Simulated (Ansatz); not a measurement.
# Pb (P6_3/mmc) in Ansatz: equation of state

How stiff is Pb in PBEsol, and what volume does it want? The cell is scaled to several volumes.

All numbers are computed with Ansatz 0.2.0; they aren't measurements. Logs are shortened: lines on timing, memory, paths and dates and some standing lists are left out, and cuts for length are marked.

## (1) The structure

The structure is hexagonal, space group P6_3/mmc (No. 194). Conventional cell: a = 3.480 Å, b = 3.480 Å, c = 5.590 Å, α = 90.00°, β = 90.00°, γ = 120.00°. Around Pb (site symmetry -6m2) lie 12 Pb at 3.44 to 3.48 Å.

This isn't the form of Pb at room conditions, which is fcc.

## (2) Single point, PBEsol, 27.55 Å³/atom (volume scaled by 0.94)

Input file input.yaml:

```yaml
crystal:
  lattice:
    - [3.4089596583, 0.0, 0.0]
    - [-1.7044798292, 2.9522456646, 0.0]
    - [0.0, 0.0, 5.4758863477]
  atoms:
    - { symbol: Pb, position: [0.6666666667, 0.3333333333, 0.75] }
    - { symbol: Pb, position: [0.3333333333, 0.6666666667, 0.25] }
hamiltonian:
  xc: pbesol
  pseudopotentials: { kind: paw }
kpoints:
  mp_grid: { grid: [9, 9, 5] }
scf:
  occupations: { method: fermi_dirac, width: 0.05 }
output:
  forces: true
  stress: true
  eigenvalues: true
```

Potentials or basis: Ansatz PAW.

Run with:

```console
$ ansatz run input.yaml --threads 2 --pin off --max-ram 5632MiB --backend cpu --events-out ev --progress --plain --runs-dir out
```

The program printed:

```text
Warning: RAYON_NUM_THREADS=2 ignored (pool sized by the plan → 2); use --threads N
Engine: ansatz 0.2.0, aarch64-unknown-linux-gnu
Pseudopotentials: kind: paw
Pseudopotential: Pb, paw, valence charge 14, recommended cutoff 420 eV (normal), Pb.paw.azcp
Functional definition: PBEsol
  exchange = pbesol_x
  correlation = pbesol_c
Crystal: 2 atoms, lattice volume = 55.110 Å³
Basis set: ecut = 420 eV, 1087 PW (Γ), exchange–correlation on 48×48×80 points (8 copies of the dense FFT grid, shifted against one another)
Bands: 18, of which v1, the nominal top of the filled ones, is band 14 counted from 1 (13 counted from 0)
Symmetry: 24 space group operations
Space group: P63/mmc (ITA 194), of the structure as read, at distance tolerance 3.8e-5 Å
k-points: 36 of 405
Non-local potential: Pb, projectors of the file, l = 0: 2, l = 1: 2, l = 2: 2, l = 3: 2
PAW form: soft (Blöchl's): semilocal exchange-correlation on the pseudo side does not see the compensation charge
PAW frozen core: Pb, regenerated for the run's functional, and the local potential with it (the file was generated under x = pbe(κ = 0.804, μ = 0.2195149727645171), c = pbe(β = 0.06672455060314922))
PAW one-centre angular grid: Pb, 590 points (default); XC on 64 Gauss nodes
Initial density: superposition of atomic densities (neutral atoms: chi_scale 0, normalization atom), corrected by the library's trained network
Initial wavefunctions: pseudopotential atomic-orbital guess
Functional: x = pbesol(κ = 0.804, μ = 0.12345679012345678), c = pbesol(β = 0.046)
SCF iter   1: F=—  HF=-23509.779424 eV  |F-HF|=—  |Δ(HF+E_count)|=         —  Δρ=2.70e-3  dr2=4.16e-3  ethr=1.77e-3  ⟨swp⟩=6.5  Hψ=3253  notcnv=0
preconditioner: auto → Resta (q_TF=auto, 2.437 Å⁻¹)  ε∞=3.4  [insulator: Δε(μ)=0.172 eV  Ē_g=17.081 eV  σ=0.050 eV  W_gap=0.61  n_scr=22 (ndim 8)  ℏωp=26.5 eV  f_vac=0.000  D(μ)=0.92/eV (n_scr^D=2)  ε∞_Penn≈3.4]
SCF iter   2: F=—  HF=-23509.776064 eV  |F-HF|=—  |Δ(HF+E_count)|=   3.36e-3  Δρ=1.45e-3  dr2=1.26e-3  ethr=1.49e-5  ⟨swp⟩=2.9  Hψ=1432  notcnv=0
SCF iter   3: F=—  HF=-23509.775604 eV  |F-HF|=—  |Δ(HF+E_count)|=   4.60e-4  Δρ=4.36e-4  dr2=7.41e-5  ethr=4.52e-6  ⟨swp⟩=2.0  Hψ=1148  notcnv=0
SCF iter   4: F=—  HF=-23509.775610 eV  |F-HF|=—  |Δ(HF+E_count)|=   6.19e-6  Δρ=4.17e-4  dr2=7.03e-5  ethr=2.65e-7  ⟨swp⟩=2.0  Hψ=1141  notcnv=0
SCF iter   5: F=—  HF=-23509.775584 eV  |F-HF|=—  |Δ(HF+E_count)|=   2.54e-5  Δρ=2.22e-4  dr2=1.97e-5  ethr=2.51e-7  ⟨swp⟩=2.0  Hψ=1073  notcnv=0
SCF iter   6: F=—  HF=-23509.775576 eV  |F-HF|=—  |Δ(HF+E_count)|=   8.77e-6  Δρ=6.38e-5  dr2=1.60e-6  ethr=7.04e-8  ⟨swp⟩=2.0  Hψ=1038  notcnv=0
SCF iter   7: F=-23509.775575 eV  HF=-23509.775575 eV  |F-HF|=2.99e-8  |Δ(HF+E_count)|=   7.47e-7  Δρ=9.76e-6  dr2=3.23e-8  ethr=3.57e-10  ⟨swp⟩=5.3  Hψ=3504  notcnv=0
SCF 1 converged in 7 iterations: F = -23509.775575 eV  dr2 = 3.23e-8
SCF converged after 7 iterations
Free energy (F): -23509.775575 eV
Harris-Foulkes:  -23509.775575 eV  (|F-HF|=2.99e-8)
Internal energy: -23509.767051 eV  (E = F + TS)
E sigma→0 (E₀):  -23509.771313 eV
Entropy (-TS):   -0.008523 eV (-4.262 meV/atom)
Fermi energy:    12.232180 eV
--- Per-component energies (eV) ---
  E_band       = -38.276231
  E_kinetic    = 581.450823
  E_local      = -1905.574662  (includes V_loc(G=0)·N_el)
  E_nonlocal   = 703.441178
  E_hartree    = 760.765779
  E_xc         = -439.572545
  E_vxc        = -267.567942  (∫ρ·V_xc dr)
  E_paw        = -20511.764413  (= ΣΔE_a)
  E_vpaw       = -671.566231  (= ΣTr[D̂ρ^β])
  E_aug_tail   = 0.000091  (compensation charges beyond the density's cutoff)
  E_ewald      = -2698.637536
  E_core_change = 0.124233  (= ΣΔE_core)
  E_smearing   = -0.008523  (= −TS)
  E_closure    = -0.000000  (closes the sum)
  Σ components = -23509.775575   (vs F -23509.775575, Δ=0.00e0)
--- Forces (eV/Å), atoms counted from 1 ---
  atom   1  Pb     0.00000000     0.00000000     0.00000000
  atom   2  Pb    -0.00000000    -0.00000000    -0.00000000
  max |Σ_I F_I| component: 9.25e-18 eV/Å
--- Stress (GPa, compression-positive) ---
        3.098245       0.000000       0.000000
        0.000000       3.098245       0.000000
        0.000000       0.000000       8.024862
  P = ⅓ Tr σ = 4.7405 GPa (47.405 kbar)
--- Band table (eV; the first three rows and the last of 36) ---
  k-point 0: bands = ["-4.8796", "-4.8049", "-4.8041", "-4.8041", "-4.7729", "-4.7729", "-4.7101", "-4.7101", "-4.4738", "-4.4738", "-0.1853", "4.2100", "7.6088", "18.1786", "18.1786", "20.2259", "20.2259", "20.9670"]
  k-point 1: bands = ["-4.8688", "-4.8221", "-4.8221", "-4.8075", "-4.7859", "-4.7859", "-4.6665", "-4.6665", "-4.4863", "-4.4863", "0.0332", "3.2157", "9.0514", "18.3533", "18.3533", "18.5887", "20.0242", "20.0242"]
  k-point 2: bands = ["-4.8435", "-4.8303", "-4.8303", "-4.8196", "-4.8130", "-4.8130", "-4.5914", "-4.5914", "-4.5260", "-4.5260", "0.6940", "1.7899", "11.8120", "15.0833", "18.8361", "18.8361", "19.4815", "19.4815"]
  k-point 35: bands = ["-4.8686", "-4.8686", "-4.7951", "-4.6761", "-4.6641", "-4.6641", "-4.6383", "-4.6351", "-4.4666", "-4.4666", "5.2443", "5.2443", "9.5598", "9.5598", "10.0383", "11.1123", "17.2939", "17.2939"]
```

It took 0.98 s on 2 threads of Arm Neoverse V2, shared host; peak memory 0.32 GiB.

Results:

```
Free energy            : -23509.7756 eV
Pressure               : 4.7 GPa
Band gap on the k mesh : none (metal or under the smearing width)
```

Caveat: the PAW data sets come from PBE, with cores solved anew for the run's functional, which leaves a small shift of forces and pressure.

## (3) Single point, PBEsol, 28.14 Å³/atom (volume scaled by 0.96)

Edit input.yaml of step 2 so:

```diff
@@ -2,5 +2,5 @@
   lattice:
-    - [3.4089596583, 0.0, 0.0]
-    - [-1.7044798292, 2.9522456646, 0.0]
-    - [0.0, 0.0, 5.4758863477]
+    - [3.4329672075, 0.0, 0.0]
+    - [-1.7164836037, 2.9730368121, 0.0]
+    - [0.0, 0.0, 5.5144501982]
   atoms:
```

Potentials or basis: Ansatz PAW.

Run with:

```console
$ ansatz run input.yaml --threads 2 --pin off --max-ram 5632MiB --backend cpu --events-out ev --progress --plain --runs-dir out
```

Wall time 1 s (2 threads of Arm Neoverse V2, shared host); peak memory 0.32 GiB.

The run converged. Its results:

```yaml
Free_energy: -23509.8051 eV
Pressure: 3.4 GPa
Band_gap_on_the_k_mesh: none (metal or under the smearing width)
```

Caveat: the PAW data sets come from PBE, with cores solved anew for the run's functional, which leaves a small shift of forces and pressure.

## (4) Single point, PBEsol, 28.73 Å³/atom (volume scaled by 0.98)

Edit input.yaml of step 3 so:

```diff
@@ -2,5 +2,5 @@
   lattice:
-    - [3.4329672075, 0.0, 0.0]
-    - [-1.7164836037, 2.9730368121, 0.0]
-    - [0.0, 0.0, 5.5144501982]
+    - [3.4566435916, 0.0, 0.0]
+    - [-1.7283217958, 2.9935411621, 0.0]
+    - [0.0, 0.0, 5.552482091]
   atoms:
```

Run with:

```console
$ ansatz run input.yaml --threads 2 --pin off --max-ram 5632MiB --backend cpu --events-out ev --progress --plain --runs-dir out
```

Wall time 1.1 s (2 threads of Arm Neoverse V2, shared host); peak memory 0.32 GiB.

The run converged. Its results:

| Property | Result |
| --- | --- |
| Free energy | -23509.8251 eV |
| Pressure | 2.1 GPa |
| Band gap on the k mesh | none (metal or under the smearing width) |

Caveat: the PAW data sets come from PBE, with cores solved anew for the run's functional, which leaves a small shift of forces and pressure.

## (5) Single point, PBEsol, 29.31 Å³/atom

Edit input.yaml of step 4 so:

```diff
@@ -2,5 +2,5 @@
   lattice:
-    - [3.4566435916, 0.0, 0.0]
-    - [-1.7283217958, 2.9935411621, 0.0]
-    - [0.0, 0.0, 5.552482091]
+    - [3.48, 0.0, 0.0]
+    - [-1.74, 3.0137684052, 0.0]
+    - [0.0, 0.0, 5.59]
   atoms:
@@ -19 +19,5 @@
   eigenvalues: true
+  write_density: true
+  write_potential: true
+  elf: true
+  volumetric_format: npy
```

Run with:

```console
$ ansatz run input.yaml --threads 2 --pin off --max-ram 5632MiB --backend cpu --events-out ev --progress --plain --runs-dir out
```

Run time: 1.4 s. Hardware: 2 threads of Arm Neoverse V2, shared host; peak memory 0.33 GiB.

It converged, with:

```yaml
Free_energy: -23509.8367 eV
Pressure: 1.1 GPa
Band_gap_on_the_k_mesh: none (metal or under the smearing width)
```

Caveat: the PAW data sets come from PBE, with cores solved anew for the run's functional, which leaves a small shift of forces and pressure.

## (6) Single point, PBEsol, 29.90 Å³/atom (volume scaled by 1.02)

Edit input.yaml of step 5 so:

```diff
@@ -2,5 +2,5 @@
   lattice:
-    - [3.48, 0.0, 0.0]
-    - [-1.74, 3.0137684052, 0.0]
-    - [0.0, 0.0, 5.59]
+    - [3.5030470293, 0.0, 0.0]
+    - [-1.7515235146, 3.033727718, 0.0]
+    - [0.0, 0.0, 5.6270209464]
   atoms:
```

Potentials or basis: Ansatz PAW.

Run with:

```console
$ ansatz run input.yaml --threads 2 --pin off --max-ram 5632MiB --backend cpu --events-out ev --progress --plain --runs-dir out
```

Wall time 1.4 s (2 threads of Arm Neoverse V2, shared host); peak memory 0.33 GiB.

It converged, with:

- Free energy: -23509.8409 eV
- Pressure: 0.1 GPa
- Band gap on the k mesh: none (metal or under the smearing width)

Caveat: the PAW data sets come from PBE, with cores solved anew for the run's functional, which leaves a small shift of forces and pressure.

## (7) Single point, PBEsol, 30.49 Å³/atom (volume scaled by 1.04)

Edit input.yaml of step 6 so:

```diff
@@ -2,5 +2,5 @@
   lattice:
-    - [3.5030470293, 0.0, 0.0]
-    - [-1.7515235146, 3.033727718, 0.0]
-    - [0.0, 0.0, 5.6270209464]
+    - [3.5257947253, 0.0, 0.0]
+    - [-1.7628973626, 3.0534278007, 0.0]
+    - [0.0, 0.0, 5.6635610674]
   atoms:
@@ -19,5 +19 @@
   eigenvalues: true
-  write_density: true
-  write_potential: true
-  elf: true
-  volumetric_format: npy
```

Run with:

```console
$ ansatz run input.yaml --threads 2 --pin off --max-ram 5632MiB --backend cpu --events-out ev --progress --plain --runs-dir out
```

Run time: 1 s. Hardware: 2 threads of Arm Neoverse V2, shared host; peak memory 0.32 GiB.

It converged, with:

| Quantity | Value |
| --- | --- |
| Free energy | -23509.8386 eV |
| Pressure | -0.7 GPa |
| Band gap on the k mesh | none (metal or under the smearing width) |

Caveat: the PAW data sets come from PBE, with cores solved anew for the run's functional, which leaves a small shift of forces and pressure.

## (8) Single point, PBEsol, 31.07 Å³/atom (volume scaled by 1.06)

Edit input.yaml of step 7 so:

```diff
@@ -2,5 +2,5 @@
   lattice:
-    - [3.5257947253, 0.0, 0.0]
-    - [-1.7628973626, 3.0534278007, 0.0]
-    - [0.0, 0.0, 5.6635610674]
+    - [3.548252622, 0.0, 0.0]
+    - [-1.774126311, 3.0728769098, 0.0]
+    - [0.0, 0.0, 5.6996356773]
   atoms:
@@ -19 +19,5 @@
   eigenvalues: true
+  write_density: true
+  write_potential: true
+  elf: true
+  volumetric_format: npy
```

Run with:

```console
$ ansatz run input.yaml --threads 2 --pin off --max-ram 5632MiB --backend cpu --events-out ev --progress --plain --runs-dir out
```

Wall time 1.4 s (2 threads of Arm Neoverse V2, shared host); peak memory 0.33 GiB.

The run converged. Its results:

```yaml
Free_energy: -23509.8306 eV
Pressure: -1.5 GPa
Band_gap_on_the_k_mesh: none (metal or under the smearing width)
```

Caveat: the PAW data sets come from PBE, with cores solved anew for the run's functional, which leaves a small shift of forces and pressure.

## (9) Equation of state, PBEsol

Potentials or basis: Ansatz PAW.

No new run: the results of the series are fitted here.

What came out:

* Equilibrium volume: 29.97 Å³/atom
* Bulk modulus at fixed shape and positions: 45 GPa
* Pressure derivative of the bulk modulus: 5.5

Energy against volume, from the lowest point:
| volume (Å³/atom) | energy (meV/atom) |
| --- | --- |
| 27.555 | 32.68 |
| 28.141 | 17.91 |
| 28.727 | 7.91 |
| 29.314 | 2.10 |
| 29.900 | 0.00 |
| 30.486 | 1.15 |
| 31.073 | 5.17 |

Caveat: the cell was scaled at fixed shape and fractional positions, which overstates the stiffness of a crystal with free parameters, most of all of layers and chains.
